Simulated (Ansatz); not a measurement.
# Ga2O3: the cost of one run

Method: DFT PBE, scalar-relativistic, plane waves, PAW, in Ansatz 0.2.0.

## Step 1: Starting point

The structure is monoclinic, space group C2/m (No. 12). Conventional cell: a = 12.214 Å, b = 3.037 Å, c = 5.798 Å, α = 90.00°, β = 103.83°, γ = 90.00°. Around Ga (site symmetry m) lie 4 O at 1.83 to 1.86 Å. Ga (site symmetry m) has 6 O at 1.94 to 2.07 Å as nearest neighbours. O (site symmetry m) has 3 Ga at 1.83 to 1.94 Å as nearest neighbours. O (site symmetry m) has 4 Ga at 1.86 to 2.07 Å as nearest neighbours.

As a file:

```xyz
40
Lattice="0.0000 -6.0742 0.0000 4.7210 1.5186 5.6300 -7.4930 1.5186 5.6300" Properties=species:S:1:pos:R:3 pbc="T T T"
Ga    0.0041    0.0000    4.4736
Ga   -1.3819    0.0000   10.1036
Ga    0.0041   -3.0371    4.4736
Ga   -1.3819   -3.0371   10.1036
Ga   -1.3900    0.0000    1.1564
Ga   -2.7760    0.0000    6.7864
Ga   -1.3900   -3.0371    1.1564
Ga   -2.7760   -3.0371    6.7864
Ga    0.1167    1.5186    7.3979
Ga   -5.9903    0.0000    7.3979
Ga    0.1167   -1.5186    7.3979
Ga   -5.9903   -3.0371    7.3979
Ga    3.2184    0.0000    3.8621
Ga   -2.8886   -1.5185    3.8621
Ga    3.2184   -3.0371    3.8621
Ga   -2.8886   -4.5557    3.8621
O    -5.6360    1.5186    6.2482
O    -5.6360   -1.5186    6.2482
O     0.4710    0.0000    6.2482
O     0.4710   -3.0371    6.2482
O    -3.2430    0.0000    5.0118
O    -3.2430   -3.0371    5.0118
O     2.8640   -1.5185    5.0118
O     2.8640   -4.5556    5.0118
O     1.3361    0.0000    3.1708
O    -0.0499    0.0000    8.8008
O     1.3361   -3.0371    3.1708
O    -0.0499   -3.0371    8.8008
O    -2.7221    0.0000    2.4592
O    -4.1081    0.0000    8.0892
O    -2.7221   -3.0371    2.4592
O    -4.1081   -3.0371    8.0892
O    -1.7917    1.5186    7.0747
O    -1.7917   -1.5186    7.0747
O    -0.4057   -1.5185    1.4447
O    -0.4057   -4.5556    1.4447
O    -2.3663    1.5186    9.8154
O    -2.3663   -1.5186    9.8154
O    -0.9803   -1.5186    4.1853
O    -0.9803   -4.5556    4.1853
```

The runs take a perfect supercell of 40 atoms; the defect goes to fractional position (0.199, 0.488, 0.307).

## Step 2: The perfect supercell

File input.yaml:

```yaml
crystal:
  lattice:
    - [0.0, -6.0742, -1.0e-06]
    - [4.721011, 1.51855, 5.630009]
    - [-7.492989, 1.51855, 5.630009]
  atoms:
    - { symbol: Ga, position: [0.19865, 0.4878, 0.3068] }
    - { symbol: Ga, position: [0.44865, 0.9878, 0.8068] }
    - { symbol: Ga, position: [0.69865, 0.4878, 0.3068] }
    - { symbol: Ga, position: [0.94865, 0.9878, 0.8068] }
    - { symbol: Ga, position: [0.05135, 0.0122, 0.1932] }
    - { symbol: Ga, position: [0.30135, 0.5122, 0.6932] }
    - { symbol: Ga, position: [0.55135, 0.0122, 0.1932] }
    - { symbol: Ga, position: [0.80135, 0.5122, 0.6932] }
    - { symbol: Ga, position: [0.078505, 0.81567, 0.49835] }
    - { symbol: Ga, position: [0.328505, 0.31567, 0.99835] }
    - { symbol: Ga, position: [0.578505, 0.81567, 0.49835] }
    - { symbol: Ga, position: [0.828505, 0.31567, 0.99835] }
    - { symbol: Ga, position: [0.171495, 0.68433, 0.00165] }
    - { symbol: Ga, position: [0.421495, 0.18433, 0.50165] }
    - { symbol: Ga, position: [0.671495, 0.68433, 0.00165] }
    - { symbol: Ga, position: [0.921495, 0.18433, 0.50165] }
    - { symbol: O, position: [0.02745, 0.2194, 0.8904] }
    - { symbol: O, position: [0.52745, 0.2194, 0.8904] }
    - { symbol: O, position: [0.27745, 0.7194, 0.3904] }
    - { symbol: O, position: [0.77745, 0.7194, 0.3904] }
    - { symbol: O, position: [0.22255, 0.2806, 0.6096] }
    - { symbol: O, position: [0.72255, 0.2806, 0.6096] }
    - { symbol: O, position: [0.47255, 0.7806, 0.1096] }
    - { symbol: O, position: [0.97255, 0.7806, 0.1096] }
    - { symbol: O, position: [0.1408, 0.4549, 0.1083] }
    - { symbol: O, position: [0.3908, 0.9549, 0.6083] }
    - { symbol: O, position: [0.6408, 0.4549, 0.1083] }
    - { symbol: O, position: [0.8908, 0.9549, 0.6083] }
    - { symbol: O, position: [0.1092, 0.0451, 0.3917] }
    - { symbol: O, position: [0.3592, 0.5451, 0.8917] }
    - { symbol: O, position: [0.6092, 0.0451, 0.3917] }
    - { symbol: O, position: [0.8592, 0.5451, 0.8917] }
    - { symbol: O, position: [0.06415, 0.6242, 0.6324] }
    - { symbol: O, position: [0.56415, 0.6242, 0.6324] }
    - { symbol: O, position: [0.31415, 0.1242, 0.1324] }
    - { symbol: O, position: [0.81415, 0.1242, 0.1324] }
    - { symbol: O, position: [0.18585, 0.8758, 0.8676] }
    - { symbol: O, position: [0.68585, 0.8758, 0.8676] }
    - { symbol: O, position: [0.43585, 0.3758, 0.3676] }
    - { symbol: O, position: [0.93585, 0.3758, 0.3676] }
basis:
  ecutwfc: 420
  fft_grid_basis: typed
kpoints:
  mp_grid: { grid: [2, 2, 1] }
hamiltonian:
  xc: pbe
  pseudopotentials: { kind: paw }
scf:
  occupations: { method: gaussian, width: 0.05 }
output:
  forces: true
  stress: false
  eigenvalues: true
  bader: false
  write_density: true
  volumetric_format: npy
```

The run is started by

```sh
$ ansatz run input.yaml --threads 4 --pin off --max-ram 10240MiB --backend cpu --events-out ev --progress --plain --runs-dir out
```

**Question.** How long does this run take on 4 threads of Intel Xeon Platinum 8175M at 2.50GHz (Skylake/Cascade Lake), shared host, and how much memory does it need?

About 5.2 s, with a peak of 1.8 GiB.
